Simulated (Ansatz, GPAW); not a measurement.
# Sb: programs and potentials compared

```
CELL_PARAMETERS angstrom
2.15420 1.24373 3.75800
-2.15420 1.24373 3.75800
0.00000 -2.48746 3.75800
ATOMIC_POSITIONS crystal
Sb 0.76651 0.76651 0.76651
Sb 0.23349 0.23349 0.23349
```

Alike in all runs: task band structure; functional PBE; k mesh 8 × 8 × 8; occupations fermi-dirac, width 0.05 eV; no spin polarisation; no spin-orbit coupling. Pressure is positive in compression and, in plane waves, holds the error of the finite cutoff, which Ansatz's Pulay term estimates and takes out.

| program and potentials | plane-wave cutoff (eV) | notes | pressure (GPa) | largest force (eV/Å) |
| --- | --- | --- | --- | --- |
| Ansatz, Ansatz PAW | 420 | 15 valence electrons an atom on average; Pulay term of +0.03 GPa included | 2.69 | 0.159 |
| GPAW, GPAW PAW data sets (gpaw-data 1.2.1) | 600 | 15 valence electrons an atom on average | 2.39 | 0.142 |
| Ansatz, all-electron LAPW, scalar-relativistic | - | - | ? | ? |
| Ansatz, PseudoDojo standard (PBE files) | 1088 | 15 valence electrons an atom on average; Pulay term of +0.11 GPa included | 2.64 | 0.167 |
| Ansatz, Ansatz PAW (files of its older set among them) | 460 | 21 valence electrons an atom on average; Pulay term of +0.02 GPa included | 2.71 | 0.161 |

Estimate from the other rows what the run with Ansatz, all-electron LAPW, scalar-relativistic gave.

Pressure 2.70 GPa; largest force 0.159 eV/Å. The other rows, which needn't bracket it: pressure 2.39 to 2.71; largest force 0.142 to 0.167.
